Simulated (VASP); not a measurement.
# La2O3 (P1) in VASP: further runs

Runs on La2O3. Level: PBEsol. Tasks: single point.

Everything below comes from runs of VASP 6.6.1. Logs are shortened: lines on timing, memory, paths and dates and some standing lists are left out, and cuts for length are marked.

## 1. Starting point

The typed cell holds 5 atoms: a = 3.931 Å, b = 3.931 Å, c = 6.112 Å, α = 90.00°, β = 90.00°, γ = 120.00°.

The cell comes from a database or a generator and needn't be the stable form of this composition.

## 2. Single point, PBEsol

The input, INCAR:

```
SYSTEM = La2O3
ALGO = Normal ; EDIFF = 1E-7
ENCUT = 520 ; GGA = PS
ISIF = 2 ; ISMEAR = 0
LASPH = .TRUE. ; LCHARG = .FALSE.
LREAL = .FALSE. ; LWAVE = .FALSE.
NBANDS = 28 ; NELM = 100
PREC = Accurate ; SIGMA = 0.01
```

The input, KPOINTS:

```
k-points
0
G
  4 4 2
  0 0 0
```

The input, POSCAR:

```
La2O3
1.0
    3.9307800000      0.0000000000      0.0000000000
   -1.9653900000      3.4041500000      0.0000000000
    0.0000000000      0.0000000000      6.1119500000
La O
2 3
Direct
    0.7038100000      0.3688000000      0.7328800000
    0.3218100000      0.6900300000      0.2377700000
    0.6661900000      0.2792200000      0.3598000000
    0.3368000000      0.6554500000      0.6273800000
    0.9907400000      0.9946100000      0.0245900000
```

Potentials or basis: VASP PAW PBE potentials, release 64 (La, O).

Run with:

```bash
cat potpaw_PBE.64/La/POTCAR potpaw_PBE.64/O/POTCAR > POTCAR
mpirun -np 1 vasp_std > vasp.out
```

OUTCAR:

```text
SYSTEM = La2O3
   EDIFF = 1E-7
   ENCUT = 520
   GGA = PS
   ISIF = 2
   ISMEAR = 0
   LASPH = .TRUE.
   LREAL = .FALSE.
   NELM = 100
   PREC = Accurate

 ion  position               nearest neighbor table
   1  0.704  0.369  0.733-   4 2.25   3 2.30   4 2.32   4 2.51   5 2.78
   2  0.322  0.690  0.238-   3 2.15   3 2.38   4 2.39   5 2.53   5 2.63   3 2.68   5 2.70
   3  0.666  0.279  0.360-   2 2.15   1 2.30   2 2.38   2 2.68
   4  0.337  0.655  0.627-   1 2.25   1 2.32   2 2.39   1 2.51
   5  0.991  0.995  0.025-   2 2.53   2 2.63   2 2.70   1 2.78

  LATTYP: Found a hexagonal cell.
 ALAT       =     3.9307800000
 C/A-ratio  =     1.5548949572

  Lattice vectors:

 A1 = (   3.9307800000,   0.0000000000,   0.0000000000)
 A2 = (  -1.9653900000,   3.4041500000,   0.0000000000)
 A3 = (   0.0000000000,   0.0000000000,   6.1119500000)

Analysis of symmetry for initial positions (statically):
=====================================================================
 Subroutine PRICEL returns:
 Original cell was already a primitive cell.

 Routine SETGRP: Setting up the symmetry group for a
 hexagonal supercell.

 Subroutine GETGRP returns: Found  1 space group operations
 (whereof  1 operations were pure point group operations)
 out of a pool of 24 trial point group operations.

The static configuration has the point symmetry C_1 .

Analysis of symmetry for dynamics (positions and initial velocities):
=====================================================================
 Subroutine PRICEL returns:
 Original cell was already a primitive cell.

 Routine SETGRP: Setting up the symmetry group for a
 hexagonal supercell.

 Subroutine GETGRP returns: Found  1 space group operations
 (whereof  1 operations were pure point group operations)
 out of a pool of 24 trial point group operations.

The dynamic configuration has the point symmetry C_1 .

 Subroutine INISYM returns: Found  1 space group operations
 (whereof  1 operations are pure point group operations),
 and found     1 'primitive' translations

----------------------------------------------------------------------------------------

                                     Primitive cell

  volume of cell :      81.7838

  direct lattice vectors                    reciprocal lattice vectors
     3.930780000  0.000000000  0.000000000     0.254402434  0.146879544  0.000000000
    -1.965390000  3.404150000  0.000000000     0.000000000  0.293759088  0.000000000
     0.000000000  0.000000000  6.111950000     0.000000000  0.000000000  0.163613904

  length of vectors
     3.930780000  3.930775378  6.111950000     0.293758743  0.293759088  0.163613904

  position of ions in fractional coordinates (direct lattice)
     0.703810000  0.368800000  0.732880000
     0.321810000  0.690030000  0.237770000
     0.666190000  0.279220000  0.359800000
     0.336800000  0.655450000  0.627380000
     0.990740000  0.994610000  0.024590000

  ion indices of the primitive-cell ions
   primitive index   ion index
                 1           1
                 2           2
                 3           3
                 4           4
                 5           5

----------------------------------------------------------------------------------------

 KPOINTS: k-points

Automatic generation of k-mesh.
 Grid dimensions read from file:
 generate k-points for:    4    4    2

 Generating k-lattice:

  Cartesian coordinates                     Fractional coordinates (reciprocal lattice)
     0.063600609  0.036719886  0.000000000     0.250000000  0.000000000  0.000000000
     0.000000000  0.073439772  0.000000000     0.000000000  0.250000000  0.000000000
     0.000000000  0.000000000  0.081806952     0.000000000  0.000000000  0.500000000

  Length of vectors
     0.073439686  0.073439772  0.081806952

  Shift w.r.t. Gamma in fractional coordinates (k-lattice)
     0.000000000  0.000000000  0.000000000

 Subroutine IBZKPT returns following result:
 ===========================================

 Found     20 irreducible k-points:

 Following reciprocal coordinates:
            Coordinates               Weight
  0.000000  0.000000  0.000000      1.000000
  0.250000  0.000000  0.000000      2.000000
  0.000000  0.250000  0.000000      2.000000
 -0.250000  0.250000  0.000000      2.000000
  0.500000  0.000000  0.000000      1.000000
  0.000000  0.500000  0.000000      1.000000
[... 12 lines left out ...]
 -0.250000  0.500000  0.500000      2.000000
  0.500000  0.250000  0.500000      2.000000
   k-points           NKPTS =     20   k-points in BZ     NKDIM =     20   number of bands    NBANDS=     28
   number of dos      NEDOS =    301   number of ions     NIONS =      5
   total plane-waves  NPLWV =  43200
   dimension x,y,z NGX =    30 NGY =   30 NGZ =   48
   dimension x,y,z NGXF=    60 NGYF=   60 NGZF=   96
   ions per type =               2   3
   NGX,Y,Z   is equivalent  to a cutoff of  12.69, 12.69, 13.06 a.u.
   NGXF,Y,Z  is equivalent  to a cutoff of  25.38, 25.38, 26.11 a.u.
 SYSTEM =  La2O3
   PREC   = accura    normal or accurate (medium, high low for compatibility)
   ISTART =      0    job   : 0-new  1-cont  2-samecut
   ICHARG =      2    charge: 1-file 2-atom 10-const
   ISPIN  =      1    spin polarized calculation?
   LNONCOLLINEAR =      F non collinear calculations
   LSORBIT =      F    spin-orbit coupling
   LASPH  =      T    aspherical Exc in radial PAW
   ENCUT  =  520.0 eV  38.22 Ry    6.18 a.u.   7.31  7.31 11.36*2*pi/ulx,y,z
   NELM   =    100;   NELMIN=  2; NELMDL= -5     # of ELM steps
   EDIFF  = 0.1E-06   stopping-criterion for ELM
   LREAL  =      F    real-space projection
   EDIFFG = 0.1E-05   stopping-criterion for IOM
   NSW    =      0    number of steps for IOM
   IBRION =     -1    ionic relax: 0-MD 1-quasi-New 2-CG
   NFREE  =      0    steps in history (QN), initial steepest desc. (CG)
   ISIF   =      2    stress and relaxation
   ISYM   =      2    0-nonsym 1-usesym 2-fastsym
   POTIM  = 0.5000    time-step for ionic-motion
   TEBEG  =    0.0;   TEEND  =   0.0 temperature during run
   PSTRESS=    0.0 pullay stress
   NELECT =      40.0000    total number of electrons
   NUPDOWN=      -1.0000    fix difference up-down
   EMIN   =  10.00;   EMAX   =-10.00  energy-range for DOS
   EFERMI =   0.00;   METHOD = LEGACY
   ISMEAR =     0;   SIGMA  =   0.01  broadening in eV -4-tet -1-fermi 0-gaus
   EFERMI_NEDOS =   21; number of points for ismear=-14 and -15
   IALGO  =     38    algorithm
   IMIX   =      4    mixing-type and parameters
     AMIX     =   0.40;   BMIX     =  1.00
     AMIX_MAG =   1.60;   BMIX_MAG =  1.00
  volume/ion in A,a.u.               =      16.36       110.38
  Fermi-wavevector in a.u.,A,eV,Ry     =   1.289850  2.437462 22.636177  1.663712
  Thomas-Fermi vector in A             =   2.421717
   LORBIT       =      0    0 simple, 1 ext, 2 COOP (PROOUT), +10 PAW based schemes
   GGA     = PS    functional components
   LHFCALC =     F    Hartree Fock is set to
   AEXX    =    0.0000 exact exchange contribution
   IVDW    =     0    specifies the selected vdW correction
   LEPSILON=     F    determine dielectric tensor
   LRPA    =     F    only Hartree local field effects (RPA)
 non-spin polarized calculation
 Gauss-broadening in eV      SIGMA  =   0.01
  energy-cutoff  :      520.00
  volume of cell :       81.78
 maximum number of plane-waves:      2225
 NGX is ok and might be reduce to    30
   NGX = 15   NGY = 15   NGZ = 23

 number of electron      39.9999995 magnetization

 Free energy of the ion-electron system (eV)
  ---------------------------------------------------
  ext. energy  EPLUGINS =         0.00000000
  ---------------------------------------------------
  free energy    TOTEN  =       -43.19783959 eV

  energy without entropy =      -43.19783959  energy(sigma->0) =      -43.19783959

 E-fermi :   6.0204     XC(G=0): -10.6920

 val. band max:        5.8924428206   @ k =   0.5000   0.5000   0.5000
 cond. band min:       9.4761768046   @ k =   0.5000   0.0000   0.0000
 fundamental gap:      3.5837339840
 Fermi energy:         6.0204374406

 k-point     1 :       0.0000    0.0000    0.0000
  band No.  band energies     occupation
      1     -24.0461      2.00000
      2     -23.4309      2.00000
      3     -11.4296      2.00000
      4     -10.1249      2.00000
      5      -9.2871      2.00000
      6      -7.6442      2.00000
[... 20 lines left out ...]
     27      11.3082      0.00000
     28      11.3627      0.00000

 k-point     2 :       0.2500    0.0000    0.0000
  band No.  band energies     occupation
      1     -23.9616      2.00000
      2     -23.3744      2.00000
      3     -11.5664      2.00000
      4     -11.0013      2.00000
      5      -9.7016      2.00000
      6      -7.7575      2.00000
[... 20 lines left out ...]
     27      11.3670      0.00000
     28      11.3999      0.00000

 k-point     3 :       0.0000    0.2500    0.0000
  band No.  band energies     occupation
      1     -23.9714      2.00000
      2     -23.3697      2.00000
      3     -11.5061      2.00000
      4     -10.9204      2.00000
      5      -9.6858      2.00000
      6      -7.7928      2.00000
[... 20 lines left out ...]
     27      11.3074      0.00000
     28      11.4637      0.00000

 k-point     4 :      -0.2500    0.2500    0.0000
  band No.  band energies     occupation
      1     -23.9670      2.00000
      2     -23.3818      2.00000
      3     -11.5097      2.00000
      4     -10.7917      2.00000
      5      -9.6598      2.00000
      6      -7.8276      2.00000
[... 454 lines left out ...]
     27      11.3015      0.00000
     28      11.3608      0.00000

 k-point    19 :      -0.2500    0.5000    0.5000
  band No.  band energies     occupation
      1     -23.8843      2.00000
      2     -23.3253      2.00000
      3     -11.7214      2.00000
      4     -11.4520      2.00000
      5      -9.6909      2.00000
      6      -8.1032      2.00000
[... 20 lines left out ...]
     27      11.2973      0.00000
     28      11.3720      0.00000

 k-point    20 :       0.5000    0.2500    0.5000
  band No.  band energies     occupation
      1     -23.8749      2.00000
      2     -23.3291      2.00000
      3     -11.8814      2.00000
      4     -11.4016      2.00000
      5      -9.7314      2.00000
      6      -8.0254      2.00000
[... 20 lines left out ...]
     27      11.3962      0.00000
     28      11.4213      0.00000

------------------------ aborting loop because EDIFF is reached ----------------------------------------

  FORCE on cell =-STRESS in cart. coord.  units (eV):
  Direction    XX          YY          ZZ          XY          YZ          ZX
  --------------------------------------------------------------------------------------
  -------------------------------------------------------------------------------------
  Total       -0.2126673      1.1422053      1.0869246      1.2719230      0.1183822     -0.7331400
  in kB       -4.1662379     22.3762623     21.2932907     24.9174838      2.3191550    -14.3625086
  external PRESSURE =      13.1677717 kB  Pullay stress =       0.0000000 kB

 VOLUME and BASIS-vectors are now :
 -----------------------------------------------------------------------------
  energy-cutoff  :      520.00
  volume of cell :       81.78
      direct lattice vectors                 reciprocal lattice vectors
     3.930780000  0.000000000  0.000000000     0.254402434  0.146879544  0.000000000
    -1.965390000  3.404150000  0.000000000     0.000000000  0.293759088  0.000000000
     0.000000000  0.000000000  6.111950000     0.000000000  0.000000000  0.163613904

 POSITION                                       TOTAL-FORCE (eV/Angst)
 -----------------------------------------------------------------------------------
      2.04169      1.25545      4.47933        -0.320322     -0.871573      0.662695
     -0.09121      2.34897      1.45324         0.577749     -1.391801     -0.793275
      2.06987      0.95051      2.19908        -0.552746      2.013215      0.271793
      0.03567      2.23125      3.83452         0.171595      0.466207      0.735135
      1.93958      3.38580      0.15029         0.123724     -0.216048     -0.876348
 -----------------------------------------------------------------------------------
    total drift:                               -0.000202      0.000113      0.000222

  FREE ENERGIE OF THE ION-ELECTRON SYSTEM (eV)
  ---------------------------------------------------
  free  energy   TOTEN  =       -43.1978395884 eV

  energy  without entropy=      -43.1978395884  energy(sigma->0) =      -43.19783959
```

It took 74 s on 1 thread of Intel Xeon Platinum 8259CL at 2.50GHz (Skylake/Cascade Lake), shared host; peak memory 0.22 GiB.

Results:

```
Free energy            : -43.1978 eV
Pressure               : 1.3 GPa
Largest force          : 2.105 eV/Å
Band gap on the k mesh : 3.58 eV, indirect (least direct gap 3.89 eV)
```

Forces in eV/Å, atoms in the order of the input:
```
La  -0.320 -0.872  0.663
La   0.578 -1.392 -0.793
O   -0.553  2.013  0.272
O    0.172  0.466  0.735
O    0.124 -0.216 -0.876
```

Levels at points of the mesh, in eV from the valence-band top:
| k point | band 16 | band 17 | band 18 | band 19 | band 20 | band 21 | band 22 | band 23 | band 24 | band 25 |
| --- | --- | --- | --- | --- | --- | --- | --- | --- | --- | --- |
| (0.00, 0.00, 0.00) | -1.99 | -1.68 | -0.64 | -0.36 | -0.20 | 3.87 | 4.60 | 4.68 | 5.01 | 5.22 |
| (0.50, 0.00, 0.00) | -1.05 | -0.82 | -0.71 | -0.45 | -0.31 | 3.58 | 4.61 | 5.07 | 5.18 | 5.23 |
| (0.00, 0.50, 0.00) | -1.15 | -0.81 | -0.63 | -0.46 | -0.34 | 3.78 | 4.67 | 5.04 | 5.17 | 5.26 |
| (0.50, 0.50, 0.00) | -1.06 | -0.76 | -0.63 | -0.28 | -0.13 | 3.79 | 4.78 | 5.08 | 5.18 | 5.21 |
| (0.00, 0.00, 0.50) | -1.92 | -1.25 | -0.86 | -0.42 | -0.27 | 4.35 | 4.75 | 4.80 | 4.87 | 5.21 |
| (0.50, 0.00, 0.50) | -1.15 | -0.92 | -0.74 | -0.49 | -0.06 | 4.12 | 4.39 | 5.11 | 5.19 | 5.23 |
| (0.00, 0.50, 0.50) | -1.24 | -0.91 | -0.79 | -0.52 | -0.08 | 4.28 | 4.57 | 5.00 | 5.19 | 5.26 |
| (0.50, 0.50, 0.50) | -1.16 | -0.96 | -0.62 | -0.22 | 0.00 | 4.25 | 4.51 | 5.09 | 5.18 | 5.27 |

Caveat: the k mesh is coarse (spacing up to 0.51 Å⁻¹), so the values aren't converged; the PAW data sets were made with another functional, which shifts forces and pressure a little; spin-orbit coupling is left out, which moves the levels of the heavy elements. A k mesh can miss the band edges.

## 3. Single point, PBEsol

The input, INCAR:

```
ALGO     = Fast           # electronic algorithm
EDIFF    = 1E-7           # SCF threshold, eV
ENCUT    = 520            # plane-wave cutoff, eV
GGA      = PS             # functional
ISIF     = 2              # what is computed and relaxed
ISMEAR   = 0              # smearing method
LASPH    = True           # aspherical terms in the spheres
LCHARG   = False          # write CHGCAR
LREAL    = False          # projectors in reciprocal space
LWAVE    = False          # write WAVECAR
NBANDS   = 28             # bands
NELM     = 100            # most SCF steps
PREC     = Accurate       # precision mode
SIGMA    = 0.01           # smearing width, eV
```

The input, KPOINTS:

```
k-points
0
Gamma
  4 4 2
```

POSCAR is that of step 2.

Potentials or basis: VASP PAW PBE potentials, release 64 (La, O).

Run with:

```bash
cat potpaw_PBE.64/La/POTCAR potpaw_PBE.64/O/POTCAR > POTCAR
mpirun -np 1 vasp_std > vasp.out
```

Wall time 6.4 min (1 thread of Intel Xeon Platinum 8259CL at 2.50GHz (Skylake/Cascade Lake), shared host); peak memory 0.24 GiB.

It converged, with:

```yaml
Free_energy: -43.1978 eV
Pressure: 1.3 GPa
Largest_force: 2.105 eV/Å
Band_gap_on_the_k_mesh: 3.58 eV, indirect (least direct gap 3.89 eV)
```

Forces on the atoms (eV/Å):
```
La  -0.320 -0.871  0.662
La   0.578 -1.392 -0.793
O   -0.553  2.013  0.271
O    0.172  0.466  0.736
O    0.124 -0.216 -0.877
```

Stress tensor (GPa, compression positive):
```
-0.42  2.49 -1.44
 2.49  2.24  0.23
-1.44  0.23  2.13
```

Levels at points of the mesh, in eV from the valence-band top:
```tsv
k point	band 18	band 19	band 20	band 21	band 22	band 23
(0.00, 0.00, 0.00)	-0.64	-0.36	-0.20	3.87	4.60	4.68
(0.50, 0.00, 0.00)	-0.71	-0.45	-0.31	3.58	4.61	5.07
(0.00, 0.50, 0.00)	-0.63	-0.46	-0.34	3.78	4.67	5.04
(0.50, 0.50, 0.00)	-0.63	-0.28	-0.13	3.79	4.78	5.08
(0.00, 0.00, 0.50)	-0.86	-0.42	-0.27	4.35	4.75	4.80
(0.50, 0.00, 0.50)	-0.74	-0.49	-0.06	4.12	4.39	5.11
(0.00, 0.50, 0.50)	-0.79	-0.52	-0.08	4.28	4.57	5.00
(0.50, 0.50, 0.50)	-0.62	-0.22	0.00	4.24	4.51	5.09
```

Caveat: the k mesh is coarse (spacing up to 0.51 Å⁻¹), so the values aren't converged; the PAW data sets were made with another functional, which shifts forces and pressure a little; spin-orbit coupling is left out, which moves the levels of the heavy elements. A k mesh can miss the band edges.
